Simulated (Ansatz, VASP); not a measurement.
# Rh: VASP beside Ansatz

```xyz
1
Lattice="0.0000 1.9008 1.9008 1.9008 0.0000 1.9008 1.9008 1.9008 0.0000" Properties=species:S:1:pos:R:3 pbc="T T T"
Rh    0.0000    0.0000    0.0000
```

Alike in both runs: task single point; functional r2SCAN; k mesh 14 × 14 × 14; occupations gaussian, width 0.01 eV; no spin polarisation.

```csv
,VASP,Ansatz
version,VASP 6.6.1,Ansatz 0.2.0
potentials or method,"VASP PAW PBE potentials, release 64 (Rh_pv)","plane waves (500 eV) with PAW, scalar-relativistic"
plane-wave cutoff (eV),520,500
valence electrons in the cell,15,17
```

VASP gave:

```
pressure (GPa) : 0.8
```

Task: Estimate Ansatz's values.

Result: Pressure (GPa): -0.4.

The two sets of potentials don't hold the same shells in valence.

Caveats: the PAW data sets were made with another functional, which shifts forces and pressure a little (VASP).
